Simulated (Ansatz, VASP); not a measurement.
**Cross-check of SrO between VASP and Ansatz**

Aim: how closely do two programs agree when they are given the same cell, functional and k mesh?

Main program and level: Ansatz 0.2.0; plane waves, with VASP 6.6.1 beside it; relaxation of cell and atoms at PBE with D3(BJ).

The database entry behind the starting cell differs from later determinations by our own check (about 0.5 % short), so it need not match the best structure at ambient conditions.

## Step 1: Starting point

It takes space group Fm-3m (No. 225, cubic). Conventional cell: a = 5.133 Å, b = 5.133 Å, c = 5.133 Å, α = 90.00°, β = 90.00°, γ = 90.00°. Sr has 6 O at 2.57 Å nearest. O has 6 Sr at 2.57 Å nearest. Farther neighbours and most contacts between anions are not listed.

Coordinates:

```cif
data_structure
_symmetry_space_group_name_H-M 'Fm-3m'
_symmetry_Int_Tables_number 225
_cell_length_a 5.1326
_cell_length_b 5.1326
_cell_length_c 5.1326
_cell_angle_alpha 90.000
_cell_angle_beta 90.000
_cell_angle_gamma 90.000
_cell_volume 135.21
loop_
_atom_site_label
_atom_site_type_symbol
_atom_site_symmetry_multiplicity
_atom_site_Wyckoff_symbol
_atom_site_fract_x
_atom_site_fract_y
_atom_site_fract_z
_atom_site_occupancy
Sr1 Sr 4 b 0.50000 0.00000 0.00000 1
O1 O 4 a 0.00000 0.00000 0.00000 1
```

## Step 2: Ansatz: relaxation of cell and atoms, PBE with D3(BJ)

Ansatz runs on its default PAW (the set named soft_2) files.

The relaxed volume is the usual yardstick between codes: its relative difference is about their pressure difference at one cell divided by the bulk modulus.

The input, input.yaml:

```yaml
crystal:
  lattice:
    - [0.0, 2.5663, 2.5663]
    - [2.5663, 0.0, 2.5663]
    - [2.5663, 2.5663, 0.0]
  atoms:
    - { symbol: Sr, position: [0.5, 0.5, 0.5] }
    - { symbol: O, position: [0.0, 0.0, 0.0] }
hamiltonian:
  xc: pbe
  pseudopotentials: { kind: paw }
  dispersion: d3bj
kpoints:
  mp_grid: { grid: [8, 8, 8] }
scf:
  occupations: { method: fermi_dirac, width: 0.05 }
relax:
  f_tol: 0.01
  max_steps: 60
  cell: { stress_tol: 0.05 }
output:
  forces: true
  stress: true
```

Started as:

```console
> ansatz run input.yaml --threads 4 --pin off --max-ram 9216MiB --backend cpu --events-out ev --progress --plain --runs-dir out
```

Numbers of over 12 decimals in the logs are rounded to 6 here.

The program printed:

```text
Engine: ansatz 0.2.0, x86_64-unknown-linux-gnu
Pseudopotentials: kind: paw
Pseudopotential: Sr, paw, valence charge 10, recommended cutoff 420 eV (normal), Sr.paw.azcp
Pseudopotential: O, paw, valence charge 6, recommended cutoff 420 eV (normal), O.paw.azcp
Functional definition: PBE
  parameter kappa = 0.804
  parameter beta = 0.066725
  exchange = pbe_x(kappa = kappa, mu = beta*pi^2/3)
  correlation = pbe_c(beta = beta)
Crystal: 2 atoms, lattice volume = 33.803 Å³
Basis set: ecut = 420 eV, 645 PW (Γ), exchange–correlation on 50×50×50 points (8 copies of the dense FFT grid, shifted against one another)
Bands: 12, of which v1, the nominal top of the filled ones, is band 8 counted from 1 (7 counted from 0)
Symmetry: 48 space group operations
Space group: Fm-3m (ITA 225), of the structure as read, at distance tolerance 3.2e-5 Å
k-points: 29 of 512
Non-local potential: Sr, projectors of the file, l = 0: 3, l = 1: 2, l = 2: 2
Non-local potential: O, projectors of the file, l = 0: 2, l = 1: 2, l = 2: 1
PAW form: soft (Blöchl's): semilocal exchange-correlation on the pseudo side does not see the compensation charge
PAW one-centre angular grid: Sr, 110 points (default); XC on 64 Gauss nodes
PAW one-centre angular grid: O, 110 points (default); XC on 64 Gauss nodes
Initial density: superposition of atomic densities (neutral atoms: chi_scale 0, normalization atom), corrected by the library's trained network
Initial wavefunctions: pseudopotential atomic-orbital guess
Functional: x = pbe(κ = 0.804, μ = 0.219515), c = pbe(β = 0.066725)
SCF iter   1: F=—  HF=-4115.109796 eV  |F-HF|=—  |Δ(HF+E_count)|=         —  Δρ=3.61e-4  dr2=5.57e-6  ethr=1.77e-3  ⟨swp⟩=8.2  Hψ=2755  notcnv=0
preconditioner: auto → none  [insulator: Δε(μ)=3.301 eV  Ē_g=16.216 eV  σ=0.050 eV  W_gap=1.00  n_scr=8 (ndim 8)  ℏωp=23.9 eV  f_vac=0.000  D(μ)=0.00/eV (n_scr^D=0)  ε∞_Penn≈3.2]
SCF iter   2: F=—  HF=-4115.110677 eV  |F-HF|=—  |Δ(HF+E_count)|=   8.81e-4  Δρ=4.20e-4  dr2=6.22e-5  ethr=3.48e-8  ⟨swp⟩=4.3  Hψ=1189  notcnv=0
SCF iter   3: F=—  HF=-4115.110708 eV  |F-HF|=—  |Δ(HF+E_count)|=   3.05e-5  Δρ=1.32e-4  dr2=2.76e-6  ethr=3.48e-8  ⟨swp⟩=2.7  Hψ=615  notcnv=0
SCF iter   4: F=—  HF=-4115.110725 eV  |F-HF|=—  |Δ(HF+E_count)|=   1.69e-5  Δρ=7.10e-5  dr2=1.23e-6  ethr=1.72e-8  ⟨swp⟩=3.0  Hψ=579  notcnv=0
SCF iter   5: F=—  HF=-4115.110725 eV  |F-HF|=—  |Δ(HF+E_count)|=   3.83e-7  Δρ=3.33e-5  dr2=3.12e-7  ethr=7.72e-9  ⟨swp⟩=1.3  Hψ=372  notcnv=0
SCF iter   6: F=-4115.110725 eV  HF=-4115.110725 eV  |F-HF|=4.08e-8  |Δ(HF+E_count)|=   2.22e-8  Δρ=1.18e-5  dr2=4.83e-8  ethr=6.25e-10  ⟨swp⟩=3.7  Hψ=1375  notcnv=0
SCF 1 converged in 6 iterations: F = -4115.110725 eV  dr2 = 4.83e-8
  greatest PAW one-centre occupation: 0.987 electrons in one spin orbital (limit 2), on the Sr atom at site 0 (counted from 0), in its partial waves of l = 0
relax step   1: F+E_penalty+E_count = -4115.11072511 eV  Δ(F+E_penalty+E_count) = +0.000e0 eV  max|allowed force component| = 8.875e-31 eV/Å  Δτ_max = 0.0000 Å  P = +0.892 GPa  Ω = 33.803 Å³  (6 SCF iters, dr2 threshold 1.00e-7 eV, accepted)
[...]
relax step   2: F+E_penalty+E_count = -4115.10934671 eV  Δ(F+E_penalty+E_count) = +1.378e-3 eV  max|allowed force component| = 7.231e-31 eV/Å  Δτ_max = 0.0000 Å  P = -0.846 GPa  Ω = 34.431 Å³  energy of the carried Pulay correction = -1.418e-3 eV  (6 SCF iters, dr2 threshold 2.00e-7 eV, accepted)
[...]
relax step   3: F+E_penalty+E_count = -4115.11087283 eV  Δ(F+E_penalty+E_count) = -1.526e-3 eV  max|allowed force component| = 7.231e-31 eV/Å  Δτ_max = 0.0000 Å  P = -0.012 GPa  Ω = 34.122 Å³  energy of the carried Pulay correction = -7.243e-4 eV  (6 SCF iters, dr2 threshold 2.00e-7 eV, accepted)
[...]
relax step   4: F+E_penalty+E_count = -4115.11156261 eV  Δ(F+E_penalty+E_count) = -6.898e-4 eV  max|allowed force component| = 5.423e-31 eV/Å  Δτ_max = 0.0000 Å  P = +0.027 GPa  Ω = 34.122 Å³  stress off target by 2.71e-2 GPa  SCF on the basis re-selected at this cell (its energy is not comparable with the rows above)  (9 SCF iters)
basis re-selected at this cell: Δ(F+E_penalty+E_count) = -6.898e-4 eV, ΔP = +0.039 GPa vs the last step (what re-selecting the basis moved, of the pressure what is left beyond the Pulay correction that the steps carried, after the strain that the cell walked since its last selection, with what the two solves' SCF thresholds leave and, on support functions, any second-order correction that the steps lacked; it is no m [...]
SCF converged after 9 iterations
Free energy (F): -4115.111563 eV
Harris-Foulkes:  -4115.111563 eV  (|F-HF|=9.09e-13)
Internal energy: -4115.111563 eV  (E = F + TS)
E sigma→0 (E₀):  -4115.111563 eV
Fermi energy:    9.584391 eV
--- Per-component energies (eV) ---
  E_band       = -58.647742
  E_kinetic    = 423.129356
  E_local      = -865.882887  (includes V_loc(G=0)·N_el)
  E_nonlocal   = 250.174682
  E_hartree    = 234.537323
  E_xc         = -249.430603
  E_vxc        = -259.242443  (∫ρ·V_xc dr)
  E_paw        = -2852.348375  (= ΣΔE_a)
  E_vpaw       = -75.903495  (= ΣTr[D̂ρ^β])
  E_aug_tail   = 0.002400  (compensation charges beyond the density's cutoff)
  E_ewald      = -1054.803779
  E_disp       = -0.489679  (pairwise vdW)
  E_smearing   = -0.000000  (= −TS)
  E_closure    = 0.000000  (closes the sum)
  Σ components = -4115.111563   (vs F -4115.111563, Δ=0.00e0)
--- Forces (eV/Å), atoms counted from 1 ---
  atom   1  Sr    -0.00000000    -0.00000000    -0.00000000
  atom   2  O     -0.00000000    -0.00000000     0.00000000
  max |Σ_I F_I| component: 1.91e-30 eV/Å
--- Stress (GPa, compression-positive) ---
        0.027127      -0.000000      -0.000000
       -0.000000       0.027127       0.000000
       -0.000000      -0.000000       0.027127
  P = ⅓ Tr σ = 0.0271 GPa (0.271 kbar)
--- Relaxed structure (3 steps of the walk, 3 accepted, 1 SCFs on fresh bases) ---
  F+E_penalty+E_count = -4115.11156261 eV   max|allowed force component| = 5.423e-31 eV/Å   (the final SCF, on the basis selected at the relaxed cell)
  cell:  # Å, volume = 34.1223 Å³
    - [0, 2.574361, 2.574361]
    - [2.574361, 0, 2.574361]
    - [2.574361, 2.574361, 0]
  atoms:
    - { symbol: Sr, position: [0.5, 0.5, 0.5] }
    - { symbol: O, position: [0, 0, 0] }
```

Wall time 0.82 s (4 threads of Intel Xeon Platinum 8559C (Emerald Rapids), shared host); peak memory 0.36 GiB; 2.3 s of CPU time.

## Step 3: VASP: relaxation of cell and atoms, PBE with D3(BJ)

The same cell, functional, mesh and smearing now go to VASP, with its own data sets and cutoff.

Lines of VASP's logs that name or quote its potential files are left out, and so is its time.

The input, INCAR:

```
SYSTEM = SrO
PREC = Accurate
ENCUT = 560
EDIFF = 1E-06
NELM = 100
ISMEAR = -1
SIGMA = 0.05
LREAL = .FALSE.
ALGO = Normal
GGA = PE
IVDW = 12
NBANDS = 14
LORBIT = 11
LWAVE = .FALSE.
LCHARG = .FALSE.
KPAR = 2
IBRION = 2
NSW = 60
ISIF = 3
EDIFFG = -0.01
```

The input, POSCAR:

```
SrO
1.0
    0.0000000000      2.5663000000      2.5663000000
    2.5663000000      0.0000000000      2.5663000000
    2.5663000000      2.5663000000      0.0000000000
Sr O
1 1
Direct
    0.5000000000      0.5000000000      0.5000000000
    0.0000000000      0.0000000000      0.0000000000
```

The input, KPOINTS:

```
Automatic mesh
0
Gamma
8 8 8
0 0 0
```

The projector-augmented-wave data sets are Sr_sv and O (PBE family, release 64).

Started as:

```console
> mpirun -np 2 vasp_std
```

The program printed:

```text
[banner, memory and clock lines left out]
running    2 mpi-ranks, on    1 nodes
 distrk:  each k-point on    1 cores,    2 groups
 distr:  one band on    1 cores,    1 groups

 POSCAR found type information on POSCAR SrO
 POSCAR found :  2 types and       2 ions
 LDA part: xc-table for (Slater+PW92), standard interpolation
 POSCAR, INCAR and KPOINTS ok, starting setup
 FFT: planning ... GRIDC
 FFT: planning ... GRID_SOFT
 FFT: planning ... GRID
 WAVECAR not read
 entering main loop
       N       E                     dE             d eps       ncg     rms          rms(c)
DAV:   1     0.682141595627E+02    0.68214E+02   -0.82862E+03   812   0.114E+03
DAV:   2    -0.104323134489E+02   -0.78646E+02   -0.72030E+02  1112   0.231E+02
DAV:   3    -0.141932783853E+02   -0.37610E+01   -0.37419E+01  1200   0.446E+01
DAV:   4    -0.142405667058E+02   -0.47288E-01   -0.47276E-01   980   0.418E+00
DAV:   5    -0.142412125124E+02   -0.64581E-03   -0.64579E-03  1070   0.336E-01    0.166E+01
DAV:   6    -0.121752669062E+02    0.20659E+01   -0.72348E+00   836   0.209E+01    0.198E+01
DAV:   7    -0.120459125759E+02    0.12935E+00   -0.35692E-01   968   0.528E+00    0.114E+01
DAV:   8    -0.120350641378E+02    0.10848E-01   -0.12106E-01   938   0.362E+00    0.649E-01
DAV:   9    -0.120369040499E+02   -0.18399E-02   -0.63888E-03  1200   0.541E-01    0.239E-01
DAV:  10    -0.120373540570E+02   -0.45001E-03   -0.45916E-04   854   0.218E-01    0.114E-01
DAV:  11    -0.120375117226E+02   -0.15767E-03   -0.16421E-04   854   0.996E-02    0.379E-02
DAV:  12    -0.120375276647E+02   -0.15942E-04   -0.30662E-05   872   0.433E-02    0.408E-02
DAV:  13    -0.120375284444E+02   -0.77971E-06   -0.25505E-06   896   0.140E-02
   1 F= -.12531829E+02 E0= -.12531829E+02  d E =-.125318E+02
 curvature:   0.00 expect dE= 0.000E+00 dE for cont linesearch  0.000E+00
 trial: gam= 0.00000 g(F)=  0.190E-61 g(S)=  0.699E-02 ort = 0.000E+00 (trialstep = 0.100E+01)
 search vector abs. value=  0.699E-02
 bond charge predicted
       N       E                     dE             d eps       ncg     rms          rms(c)
DAV:   1    -0.121059099289E+02   -0.68382E-01   -0.11154E+00  1012   0.892E+00    0.215E+00
DAV:   2    -0.120614300473E+02    0.44480E-01   -0.15890E-01   968   0.329E+00    0.640E-01
DAV:   3    -0.120518528377E+02    0.95772E-02   -0.16161E-02  1270   0.133E+00    0.688E-01
DAV:   4    -0.120502388644E+02    0.16140E-02   -0.82648E-03  1290   0.613E-01    0.509E-01
DAV:   5    -0.120507381838E+02   -0.49932E-03   -0.63764E-04  1290   0.173E-01    0.192E-01
DAV:   6    -0.120509041869E+02   -0.16600E-03   -0.53498E-04  1322   0.132E-01    0.216E-02
DAV:   7    -0.120509034548E+02    0.73205E-06   -0.51514E-06   840   0.220E-02
   2 F= -.12533861E+02 E0= -.12533861E+02  d E =-.203165E-02
 trial-energy change:   -0.002032  1 .order   -0.002137   -0.006987    0.002714
 step:   0.7068(harm=  0.7202)  dis= 0.00000  next Energy=   -12.534261 (dE=-0.243E-02)
 bond charge predicted
       N       E                     dE             d eps       ncg     rms          rms(c)
DAV:   1    -0.120527880763E+02   -0.18839E-02   -0.96794E-02  1044   0.264E+00    0.664E-01
DAV:   2    -0.120488994070E+02    0.38887E-02   -0.13397E-02   956   0.957E-01    0.187E-01
DAV:   3    -0.120480827503E+02    0.81666E-03   -0.14130E-03  1248   0.389E-01    0.170E-01
DAV:   4    -0.120479521719E+02    0.13058E-03   -0.81261E-04  1298   0.190E-01    0.129E-01
DAV:   5    -0.120480070299E+02   -0.54858E-04   -0.41445E-05  1278   0.511E-02    0.377E-02
DAV:   6    -0.120480250691E+02   -0.18039E-04   -0.41327E-05  1346   0.395E-02    0.827E-03
DAV:   7    -0.120480259825E+02   -0.91346E-06   -0.58676E-07   610   0.840E-03
   3 F= -.12534271E+02 E0= -.12534271E+02  d E =-.244219E-02
 curvature:  -0.36 expect dE=-0.599E-08 dE for cont linesearch -0.599E-08
 trial: gam= 0.00000 g(F)=  0.822E-60 g(S)=  0.167E-07 ort =-0.108E-04 (trialstep = 0.941E+00)
 search vector abs. value=  0.168E-07
 reached required accuracy - stopping structural energy minimisation
```

From OUTCAR (step 3):

```text
ion  position               nearest neighbor table
   1  0.500  0.500  0.500-   2 2.57   2 2.57   2 2.57   2 2.57   2 2.57   2 2.57
   2  0.000  0.000  0.000-   1 2.57   1 2.57   1 2.57   1 2.57   1 2.57   1 2.57

  LATTYP: Found a face centered cubic cell.
 ALAT       =     5.1326000000

 Subroutine GETGRP returns: Found 48 space group operations
 (whereof 48 operations were pure point group operations)

The static configuration has the point symmetry O_h .

 Found     29 irreducible k-points:

   k-points           NKPTS =     29   k-points in BZ     NKDIM =     29   number of bands    NBANDS=     14

   dimension x,y,z NGX =    28 NGY =   28 NGZ =   28
   dimension x,y,z NGXF=    56 NGYF=   56 NGZF=   56

   ENCUT  =  560.0 eV  41.16 Ry    6.42 a.u.   7.00  7.00  7.00*2*pi/ulx,y,z

   NELECT =      16.0000    total number of electrons

 k-points in reciprocal lattice and weights: Automatic mesh
   0.00000000  0.00000000  0.00000000       0.002
   0.12500000  0.00000000  0.00000000       0.016
   0.25000000  0.00000000  0.00000000       0.016
   0.37500000  0.00000000  0.00000000       0.016
   0.50000000  0.00000000  0.00000000       0.008
   0.12500000  0.12500000  0.00000000       0.012
   0.25000000  0.12500000  0.00000000       0.047
   0.37500000  0.12500000  0.00000000       0.047
   0.50000000  0.12500000  0.00000000       0.047
[...]
-0.37500000  0.50000000  0.12500000       0.023
  -0.25000000  0.50000000  0.25000000       0.012

 Edisp (eV)   -0.48296

 average (electrostatic) potential at core
       1 -36.5793       2 -70.7853

 E-fermi :   2.6271

 k-point     1 :       0.0000    0.0000    0.0000
  band No.  band energies     occupation
    ...
      4     -12.4592      2.00000
      5     -12.4592      2.00000
      6       1.6145      2.00000
      7       1.6145      2.00000
      8       1.6145      2.00000
      9       5.5240      0.00000
     10       7.8023      0.00000
     11       7.8023      0.00000
     12       7.8023      0.00000
     13       9.9468      0.00000
    ...

 k-point     2 :       0.1250    0.0000    0.0000
  band No.  band energies     occupation
    ...
      4     -12.4711      2.00000
      5     -12.1374      2.00000
      6       1.1649      2.00000
      7       1.4211      2.00000
      8       1.4211      2.00000
      9       6.2176      0.00000
     10       7.6542      0.00000
     11       8.1043      0.00000
     12       8.1043      0.00000
     13      10.3469      0.00000
    ...

 k-point     3 :       0.2500    0.0000    0.0000
  band No.  band energies     occupation
    ...
      4     -12.4995      2.00000
      5     -11.6862      2.00000
      6       0.3476      2.00000
      7       1.0034      2.00000
      8       1.0034      2.00000
      9       7.5615      0.00000
     10       7.7711      0.00000
     11       8.9231      0.00000
     12       8.9231      0.00000
     13      11.3485      0.00000
    ...

 Edisp (eV)   -0.48625

  Total      -0.00048    -0.00048    -0.00048     0.00000    -0.00000     0.00000
  in kB      -0.02238    -0.02238    -0.02238     0.00000    -0.00000     0.00000
  external pressure =       -0.02 kB  Pullay stress =        0.00 kB

  energy-cutoff  :      560.00
  volume of cell :       34.34
      direct lattice vectors                 reciprocal lattice vectors
     0.000000000  2.579895355  2.579895355    -0.193806310  0.193806310  0.193806310
     2.579895355  0.000000000  2.579895355     0.193806310 -0.193806310  0.193806310
     2.579895355  2.579895355 -0.000000000     0.193806310  0.193806310 -0.193806310

 POSITION                                       TOTAL-FORCE (eV/Angst)
 -----------------------------------------------------------------------------------
      2.57990      2.57990      2.57990         0.000000     -0.000000     -0.000000
      0.00000      0.00000      0.00000        -0.000000      0.000000      0.000000
 -----------------------------------------------------------------------------------
    total drift:                                0.000000      0.000000      0.000000

  FREE ENERGIE OF THE ION-ELECTRON SYSTEM (eV)
  ---------------------------------------------------
  free  energy   TOTEN  =       -12.5342714490 eV

  energy  without entropy=      -12.5342714489  energy(sigma->0) =      -12.53427145

 reached required accuracy - stopping structural energy minimisation

 total charge
# of ion       s       p       d       tot
------------------------------------------
    1        2.016   5.812   0.254   8.082
    2        1.550   3.420   0.000   4.970
--------------------------------------------------
tot          3.566   9.232   0.254  13.052

[... 3 further parts left out ...]
```

## Step 4: Comparison

Known differences besides the potentials themselves: both relaxations stop at a tolerance, which leaves soft axes loose, and VASP keeps its plane-wave basis; the cutoff is 420 eV in Ansatz and 560 eV in VASP; VASP leaves aspherical gradient terms in its spheres out (LASPH is not set), Ansatz keeps them; Ansatz adds a Pulay correction to the stress that steers its cell, VASP none. Total energies have different zeros and are not compared.

Compared:

```
                                         quantity  Ansatz   VASP  difference
                                      volume (Å³)   34.12  34.34     -0.64 %
edge a after relaxation, in the typed setting (Å)   3.641  3.648     -0.21 %
```

The walks stopped with 0.03 GPa left in Ansatz and 0.00 GPa in VASP; each walk ends within a tolerance, so the volume difference is uncertain by about these residues over the bulk modulus, most in soft cells.

## Step 5: What came out

* difference in volume (relaxation of cell and atoms, PBE with D3(BJ)): -0.64 %

The difference in volume is -0.64 % (relaxation of cell and atoms, PBE with D3(BJ)), within the 1.2 % picked in this series as the mark of a large difference, as far as the stopping tolerances let one tell. Such differences can come from data sets, numerical settings and the points named under the comparisons, not from the functional's error against experiment.

[Lines on the potential files, build, host, timing and source positions are cut from VASP's logs without a mark.]

[Logs are printed without paths, hosts, clocks, repeated set-up lines and the standing remarks that a program may print on its own settings, such as how far it seeks lower states.]

[Hosts, paths, dates, database ids (printed as entryN), source tags and the programs' standing remarks are cut or masked in the printed files.]
